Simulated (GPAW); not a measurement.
AlN:

```
Al N
1.0
     3.11300    0.00000    0.00000
    -1.55650    2.69594    0.00000
     0.00000    0.00000    4.98100
Al N
2 2
Cartesian
  1.5565 0.8986 2.4905
  0.0000 1.7973 0.0000
  1.5565 0.8986 4.3833
  0.0000 1.7973 1.8928
```

```yaml
Program: GPAW 26.7.0
Task: relaxation of cell and atoms
Functional: BLYP
Potentials_or_basis: PAW data sets generated in the run's folder for this functional
Cutoff: 800 eV
Basis: pw
k_mesh: 7 × 7 × 4
Occupations: fermi-dirac, width 0.05 eV
Spin: no spin polarisation
```

At the start: pressure 6.9 GPa; volume 10.45 Å³/atom.

Problem. How do energy, volume and symmetry change on relaxing?

Solution. Over 6 steps the energy falls by 9.2 meV/atom and the volume is 10.81 Å³/atom (+3.5 %); space group P6_3mc (No. 186, to 0.05 Å).

Step by step:
```csv
step,energy change (eV),largest force (eV/Å),pressure (GPa),volume (Å³)
1,0.0000,0.1160,6.87,41.80
2,-0.0095,0.0615,5.82,42.00
3,-0.0344,0.1043,0.87,43.03
4,-0.0357,0.0816,0.29,43.16
5,-0.0367,0.0242,-0.13,43.26
6,-0.0367,0.0043,-0.08,43.25
```

Final structure:
```yaml
crystal:
  lattice:
    - [3.14558, 0.00000, 0.00000]
    - [-1.57279, 2.72415, 0.00000]
    - [0.00000, 0.00000, 5.04722]
  atoms:
    - { symbol: Al, position: [0.66667, 0.33333, 0.49945] }
    - { symbol: Al, position: [0.33333, 0.66667, 0.99945] }
    - { symbol: N, position: [0.66667, 0.33333, 0.88053] }
    - { symbol: N, position: [0.33333, 0.66667, 0.38053] }
```

Caveat: later steps reuse the first step's grids.
